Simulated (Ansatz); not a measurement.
## Compressing Au: a fit and a missing row

Au, Fm-3m, a = 4.084 Å. Ansatz: PBEsol, PAW, 420 eV, Γ-centred 18×18×18 mesh on 1 atom, Gaussian smearing 0.10 eV; no spin polarisation. Symmetry fixes shape and atoms, so the cell is only scaled; pressure is positive in compression.

| V (Å³/atom) | P (GPa) |
| --- | --- |
| 14.983 | ? |
| 15.494 | 21.59 |
| 16.004 | 12.92 |
| 16.515 | 5.81 |
| 17.026 | 0.00 |
| 17.537 | -4.76 |
| 18.047 | -8.64 |
| 18.728 | -12.70 |

Question: Take V0 = 17.026 Å³/atom, fit the third-order Birch–Murnaghan form to the other rows, and predict the missing pressure.

Answer: With the Eulerian strain f = ½[(V0/V)^(2/3) − 1] and y = P/[3f(1 + 2f)^(5/2)], the form is the line y = B0 + 1.5 B0 (B0′ − 4) f. Rows (f, y): 0.03244, 189.6; 0.02107, 184.4; 0.01026, 179.4; -0.00976, 170.8; -0.01904, 166.7; -0.03077, 161.3. Means f = 0.0007000, y = 175.37; Σ(Δf)² = 0.003003, ΣΔfΔy = 1.336; the slope is their ratio. y = 175.1 + 444.8 f GPa, so B0 = 175.1 GPa and B0′ = 4 + 2 × (444.8)/(3 × 175.1) = 5.69. At V = 14.983, f = 0.04448, y = 194.88 and P = 32.18 GPa. The run gave 32.14 GPa, so the fit is 0.04 GPa too high, a small miss on the scale of the series.

Spin–orbit coupling is left out, which can shift energies with elements as heavy as these.